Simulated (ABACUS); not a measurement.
Runs of ABACUS 3.10.1 on Nb. It takes space group Im-3m (No. 229, cubic). The conventional cell has a = 3.328 Å, b = 3.328 Å, c = 3.328 Å, α = 90.00°, β = 90.00°, γ = 90.00°. Around Nb (site symmetry m-3m) lie 8 Nb at 2.88 Å. 

| task | level | potentials or basis | cell | k mesh | cutoff (eV) | SCF threshold on the density | eigensolver | symmetry key | threshold of the eigensolver | path | gap on the mesh (eV) | pressure (GPa) | relaxed volume (Å³/atom) |
| --- | --- | --- | --- | --- | --- | --- | --- | --- | --- | --- | --- | --- | --- |
| single point | HCTH407 | Ansatz NC PBE, plane waves | as given | 9 × 9 × 9 | 1116 | 1e-08 | dav | 1 | - | - | none | (a) | - |
| relaxation of cell and atoms | HCTH407 | Ansatz NC PBE, plane waves | relaxed | 9 × 9 × 9 | 1116 | 1e-08 | dav | 1 | - | - | none | 0.0 | 17.65 |
| relaxation of cell and atoms | r2SCAN | SG15 ONCV 1.2 PBE, DZP LCAO (the cutoffs set its grid) | relaxed | 8 × 8 × 8 | 1361 | 1e-07 | genelpa | 1 | - | - | - | 0.0 | 18.11 |
| single point | PW91 | PseudoDojo NC SR 0.5 PBE standard, plane waves | as given | 9 × 9 × 9 | 1116 | 1e-08 | dav | 1 | - | - | none | -2.9 | - |
| relaxation of cell and atoms | PW91 | PseudoDojo NC SR 0.5 PBE standard, plane waves | relaxed | 9 × 9 × 9 | 1116 | 1e-08 | dav | 1 | - | - | none | 0.0 | 18.11 |
| single point | r2SCAN | SG15 ONCV 1.2 PBE, DZP LCAO (the cutoffs set its grid) | as given | 8 × 8 × 8 | 1361 | 1e-07 | genelpa | 1 | - | - | none | -3.2 | - |

Alike in all rows: no spin polarisation; smearing fermi-dirac 0.05 eV.

Problem. Estimate the missing entries.

Solution. (a) -7.3.

Caveats: the potentials were made for another functional, which shifts forces and pressure; the atomic orbitals were generated for these runs and aren't a published set (some runs); the basis of atomic orbitals isn't converged, which shifts pressures, moduli and gaps (some runs).

A k mesh can miss the band edges, and the runs leave out spin-orbit coupling on Nb.

A gap of «none» marks a metal or a gap under the smearing width.

Runs at the PBE level aren't shown here.
